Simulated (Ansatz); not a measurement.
# InSe (R3m) in Ansatz: settings compared, part 2 of 2

Ansatz 0.2.0. Earlier steps stand in the parts before.

## 4. Relaxation of cell and atoms, PBEsol+D4

File input.yaml:

```yaml
crystal:
  lattice:
    - [2.0, 1.1547005384, 8.44]
    - [-2.0, 1.1547005384, 8.44]
    - [0.0, -2.3094010768, 8.44]
  atoms:
    - { symbol: In, position: [0.8886, 0.8886, 0.8886] }
    - { symbol: In, position: [0.0, 0.0, 0.0] }
    - { symbol: Se, position: [0.1719, 0.1719, 0.1719] }
    - { symbol: Se, position: [0.3835, 0.3835, 0.3835] }
hamiltonian:
  xc: pbesol
  pseudopotentials: { kind: paw }
  dispersion: d4
kpoints:
  mp_grid: { grid: [8, 8, 8] }
scf:
  occupations: { method: fermi_dirac, width: 0.05 }
output:
  forces: true
  stress: true
  write_density: true
  write_potential: true
  elf: true
  volumetric_format: npy
relax:
  f_tol: 0.01
  max_steps: 40
  cell: { stress_tol: 0.05 }
```

Potentials or basis: Ansatz PAW.

Run with:

```bash
$ ansatz run input.yaml --threads 2 --pin off --max-ram 5632MiB --backend cpu --events-out ev --progress --plain --runs-dir out
```

Standard output:

```text
Warning: RAYON_NUM_THREADS=2 ignored (pool sized by the plan → 2); use --threads N
basis.fft_grid_basis auto: the FFT boxes are laid along the combinations [[1, -1, 0], [0, 1, 0], [0, -1, 1]] of the cell's own vectors, 4.000, 8.750 and 4.000 Å long. The dense box has 27×60×27 points. Along the cell's own vectors, as sized, it would have 60×60×60, 4.94 times as many. Of the 6 symmetry operations that the crystal satisfies within crystal.symmetry.tolerance (time reversal apart; of a slab, those that keep its plane) the dense box along the cell's own vectors carries 6, and the one as laid loses 4 of those. basis.fft_grid_basis: typed keeps the cell's own vectors: state it where this run's energies or levels are differenced outside the engine with another run's, or held beside a run that keeps those vectors. Those combinations have planes normal to reciprocal vector 3, as the cell's own vectors have. Each planar average written beside output.write_density, output.write_potential has a row for each plane of the box: 27. The volumetric files lie along those combinations, not along the cell's own vectors: a cube or XSF file states them, and fields.json those of NumPy files.
Engine: ansatz 0.2.0, x86_64-unknown-linux-gnu
Pseudopotentials: kind: paw
Pseudopotential: In, paw, valence charge 13, recommended cutoff 420 eV (normal), In.paw.azcp
Pseudopotential: Se, paw, valence charge 16, recommended cutoff 420 eV (normal), Se.paw.azcp
Functional definition: PBEsol
[... 161 lines left out ...]
  k-point 64: bands = ["-39.8394", "-39.8394", "-39.8373", "-39.8373", "-39.8148", "-39.8148", "-39.8143", "-39.8143", "-39.8057", "-39.8051", "-7.0966", "-6.8880", "-6.8880", "-6.7922", "-6.7922", "-6.7834", "-6.7834", "-6.6070", "-6.5921", "-6.5921", "-5.8485", "-5.6179", "1.6171", "3.1803", "6.2849", "6.2849", "6.6287", "6.6287", "7.7811", "8.0947", "9.8910", "11.9431", "11.9431", "13.3588", "13.3588"]
--- Relaxed structure (7 steps of the walk, 5 accepted, 1 SCFs on fresh bases) ---
  F+E_penalty+E_count = -21901.93541635 eV   max|allowed force component| = 1.381e-4 eV/Å   (the final SCF, on the basis selected at the relaxed cell)
  cell:  # Å, volume = 111.9296 Å³
    - [1.9900947960526683, 1.1489817662138824, 8.158431433429584]
    - [-1.9900947960526683, 1.1489817662138824, 8.158431433429584]
    - [7.58714397722649e-36, -2.297963532427763, 8.158431433429584]
  atoms:
    - { symbol: In, position: [0.8879388468751042, 0.8879388468751042, 0.8879388468751039] }
    - { symbol: In, position: [0.0006940493507597903, 0.0006940493507597903, 0.0006940493507597911] }
    - { symbol: Se, position: [0.1688662941377042, 0.1688662941377042, 0.16886629413770418] }
    - { symbol: Se, position: [0.3865008096364321, 0.3865008096364321, 0.386500809636432] }
```

rho_z.tsv:

```text
# z_ang	rho[e/angstrom^3]
# format = ansatz-planar-average/11
# lattice	1.990094796	1.148981766	8.158431433
# lattice	-1.990094796	1.148981766	8.158431433
# lattice	0.000000000	-2.297963532	8.158431433
# sites	4
# site	49	-0.000000000	0.000000000	21.732564598
# site	49	-0.000000000	-0.000000000	0.016987062
# site	34	-0.000000000	0.000000000	4.133052246
# site	34	0.000000000	0.000000000	9.459721063
0.000000	7.176036e-1
0.313922	7.113550e-1
0.627843	7.352142e-1
0.941765	7.976831e-1
1.255687	8.469808e-1
1.569608	8.117143e-1
[... 19 lines left out ...]
7.848042	6.952098e-1
8.161964	7.204680e-1
```

v_z.tsv:

```text
# z_ang	v_es[eV]	v_tot[eV]
# format = ansatz-planar-average/11
# xc	pbesol
# density_cutoff_ev	1680
# datasets	In=:simpson_from_first_knot:soft:shift=-803670	Se=:simpson_from_first_knot:soft:shift=-935943
# lattice	1.990094796	1.148981766	8.158431433
# lattice	-1.990094796	1.148981766	8.158431433
# lattice	0.000000000	-2.297963532	8.158431433
# sites	4
# site	49	-0.000000000	0.000000000	21.732564598
# site	49	-0.000000000	-0.000000000	0.016987062
# site	34	-0.000000000	0.000000000	4.133052246
# site	34	0.000000000	0.000000000	9.459721063
0.000000	1.311596e0	-9.795678e0
0.313922	1.574803e0	-9.579516e0
0.627843	2.105469e0	-8.997242e0
0.941765	2.741684e0	-8.222990e0
1.255687	3.354844e0	-7.405489e0
1.569608	3.942947e0	-6.558000e0
[... 19 lines left out ...]
7.848042	1.891816e0	-8.784823e0
8.161964	1.415885e0	-9.535375e0
```

It took 3.2 min on 2 threads of Intel Xeon at 2.50GHz (Skylake/Cascade Lake), shared host; peak memory 0.54 GiB.

Results:

| Item | Value |
| --- | --- |
| Free energy | -21901.9354 eV |
| Relaxed volume | 27.98 Å³/atom |
| Relaxed cell | a = 8.476 Å, b = 8.476 Å, c = 8.476 Å, α = 27.16°, β = 27.16°, γ = 27.16° |
| Space group after relaxing (to 0.05 Å) | R3m (No. 160) |
| Energy gained by relaxing | 5.8 meV/atom |
| Ionic steps | 6 |
| Pressure after relaxing | 0.0 GPa |
| Band gap on the k mesh | 0.31 eV, direct |

The path:
```tsv
step	energy change (eV)	largest force (eV/Å)	volume (Å³)
1	0.0000	0.2942	116.95
2	-0.0194	0.0561	113.85
3	-0.0237	0.0366	111.41
4	-0.0241	0.0117	111.88
5	-0.0242	0.0001	111.93
6	-0.0233	0.0001	111.93
```

Final structure:
```yaml
crystal:
  lattice:
    - [1.99009, 1.14898, 8.15843]
    - [-1.99009, 1.14898, 8.15843]
    - [0.00000, -2.29796, 8.15843]
  atoms:
    - { symbol: In, position: [0.88794, 0.88794, 0.88794] }
    - { symbol: In, position: [0.00069, 0.00069, 0.00069] }
    - { symbol: Se, position: [0.16887, 0.16887, 0.16887] }
    - { symbol: Se, position: [0.38650, 0.38650, 0.38650] }
```

Levels at points of the mesh, in eV from the valence-band top:
```tsv
k point	band 26	band 27	band 28	band 29	band 30	band 31	band 32	band 33
(0.00, 0.00, 0.00)	-1.42	-1.42	-1.24	-1.24	1.83	2.02	4.28	4.28
(0.00, 0.00, -0.50)	-2.62	-2.51	-2.27	-1.76	0.96	1.97	3.59	3.93
(0.00, -0.50, -0.50)	-2.86	-2.68	-2.05	-1.61	0.97	1.95	3.16	3.38
(-0.50, -0.50, -0.50)	-1.50	-1.15	-1.15	0.00	0.31	2.11	4.16	4.16
```

Caveat: the plane-wave basis is chosen anew once the cell has moved, so the energies of steps on either side of that aren't comparable; spin-orbit coupling is left out, which moves the levels of the heavy elements; the PAW data sets come from PBE, with cores solved anew for the run's functional, which leaves a small shift of forces and pressure. A hybrid or GW would open this gap; PBEsol tends to underestimate it.

## 5. Relaxation of cell and atoms, LDA

input.yaml: that of step 4 with these lines changed.

```diff
@@ -11,5 +11,4 @@
 hamiltonian:
-  xc: pbesol
+  xc: lda
   pseudopotentials: { kind: paw }
-  dispersion: d4
 kpoints:
@@ -21,6 +20,2 @@
   stress: true
-  write_density: true
-  write_potential: true
-  elf: true
-  volumetric_format: npy
 relax:
```

Potentials or basis: Ansatz PAW.

Run with:

```bash
$ ansatz run input.yaml --threads 2 --pin off --max-ram 5632MiB --backend cpu --events-out ev --progress --plain --runs-dir out
```

Standard output:

```text
Warning: RAYON_NUM_THREADS=2 ignored (pool sized by the plan → 2); use --threads N
basis.fft_grid_basis auto: the FFT boxes are laid along the combinations [[1, 0, -1], [0, 1, -1], [0, 0, 1]] of the cell's own vectors, 4.000, 4.000 and 8.750 Å long. The dense box has 27×27×60 points. Along the cell's own vectors, as sized, it would have 60×60×60, 4.94 times as many. Of the 6 symmetry operations that the crystal satisfies within crystal.symmetry.tolerance (time reversal apart; of a slab, those that keep its plane) the dense box along the cell's own vectors carries 6, and the one as laid loses 4 of those. basis.fft_grid_basis: typed keeps the cell's own vectors: state it where this run's energies or levels are differenced outside the engine with another run's, or held beside a run that keeps those vectors.
[... 4 set-up lines as earlier in the session ...]
Functional definition: SPW92
  exchange = slater_x
  correlation = pw_c
Crystal: 4 atoms, lattice volume = 116.948 Å³
Basis set: ecut = 420 eV, 2309 PW (Γ), FFT grids on a1−a3, a2−a3, a3
Bands: 35, of which v1, the nominal top of the filled ones, is band 29 counted from 1 (28 counted from 0)
[... 1 set-up line as earlier in the session ...]
[... 121 lines left out ...]
  E_closure    = 0.000000  (closes the sum)
  Σ components = -21682.752002   (vs F -21682.752002, Δ=0.00e0)
--- Forces (eV/Å), atoms counted from 1 ---
  atom   1  In    -0.00000000     0.00000000     0.00071136
  atom   2  In     0.00000000    -0.00000000    -0.00106891
  atom   3  Se     0.00000000     0.00000000    -0.00082282
  atom   4  Se     0.00000000     0.00000000     0.00118079
  max |Σ_I F_I| component: 4.21e-7 eV/Å
--- Stress (GPa, compression-positive) ---
        0.005639      -0.000000       0.000000
       -0.000000       0.005639       0.000000
        0.000000      -0.000000      -0.014245
  P = ⅓ Tr σ = -0.0010 GPa (-0.010 kbar)
--- Relaxed structure (6 steps of the walk, 5 accepted, 1 SCFs on fresh bases) ---
  F+E_penalty+E_count = -21682.75200245 eV   max|allowed force component| = 1.181e-3 eV/Å   (the final SCF, on the basis selected at the relaxed cell)
  cell:  # Å, volume = 111.2037 Å³
    - [1.986821023823238, 1.1470916529359552, 8.1322606266957]
    - [-1.986821023823238, 1.1470916529359552, 8.1322606266957]
    - [1.742248952855635e-34, -2.2941833058719086, 8.1322606266957]
  atoms:
    - { symbol: In, position: [0.8881120422272882, 0.8881120422272882, 0.888112042227288] }
    - { symbol: In, position: [0.0005204059301082721, 0.0005204059301082721, 0.0005204059301082727] }
    - { symbol: Se, position: [0.1695593753523183, 0.1695593753523183, 0.1695593753523183] }
    - { symbol: Se, position: [0.38580817649028537, 0.38580817649028537, 0.3858081764902853] }
```

Run time: 2.2 min. Hardware: 2 threads of Intel Xeon at 2.50GHz (Skylake/Cascade Lake), shared host; peak memory 0.51 GiB.

What came out:

```
Free energy                            : -21682.7520 eV
Relaxed volume                         : 27.80 Å³/atom
Relaxed cell                           : a = 8.450 Å, b = 8.450 Å, c = 8.450 Å, α = 27.20°, β = 27.20°, γ = 27.20°
Space group after relaxing (to 0.05 Å) : R3m (No. 160)
Energy gained by relaxing              : 7.8 meV/atom
Ionic steps                            : 6
Pressure after relaxing                : 0.0 GPa
```

Step by step:
```tsv
step	energy change (eV)	largest force (eV/Å)	volume (Å³)
1	0.0000	0.2372	116.95
2	-0.0253	0.1044	113.63
3	-0.0315	0.0496	110.59
4	-0.0321	0.0180	111.24
5	-0.0322	0.0011	111.20
6	-0.0313	0.0012	111.20
```

Final structure:
```xyz
4
Lattice="1.9868 1.1471 8.1323 -1.9868 1.1471 8.1323 0.0000 -2.2942 8.1323" Properties=species:S:1:pos:R:3 pbc="T T T"
In    0.0000    0.0000   21.6671
In    0.0000    0.0000    0.0127
Se    0.0000    0.0000    4.1367
Se    0.0000    0.0000    9.4125
```

Caveat: the plane-wave basis is chosen anew once the cell has moved, so the energies of steps on either side of that aren't comparable; the PAW data sets come from PBE, with cores solved anew for the run's functional, which leaves a small shift of forces and pressure.

## 6. The runs side by side

```tsv
task	level	cell	smearing	gap on the mesh (eV)	pressure (GPa)	relaxed volume (Å³/atom)
single point	PBE	as given	gaussian 0.028 eV	0.44	2.7	-
relaxation of cell and atoms	PBEsol+D3(BJ)	relaxed	fermi-dirac 0.05 eV	0.34	0.0	27.38
relaxation of cell and atoms	PBEsol+D4	relaxed	fermi-dirac 0.05 eV	0.31	0.0	27.98
relaxation of cell and atoms	LDA	relaxed	fermi-dirac 0.05 eV	-	0.0	27.80
```

Alike in all rows: potentials or basis Ansatz PAW; no spin polarisation; k mesh 8 × 8 × 8; cutoff (eV) 420.

Caveats: spin-orbit coupling is left out, which moves the levels of the heavy elements (some runs); the plane-wave basis is chosen anew once the cell has moved, so the energies of steps on either side of that aren't comparable (some runs); the PAW data sets come from PBE, with cores solved anew for the run's functional, which leaves a small shift of forces and pressure (some runs).

Absolute energies hang on the potentials; compare differences alone.

## 7. How close it comes

Step 2. A measured gap of InSe is 1.25 eV (300 K; “The Interaction of Hydrogen with the van der Waals Crystal γ-InSe”, 2020, pmc:7321205); the calculated 0.44 eV misses it by -0.81 eV. Spin-orbit coupling on In, Se is left out. The value is that of PBE on a finite k mesh, which can miss the band edges, without temperature or zero-point motion. Semilocal functionals fall short of measured gaps as a rule.
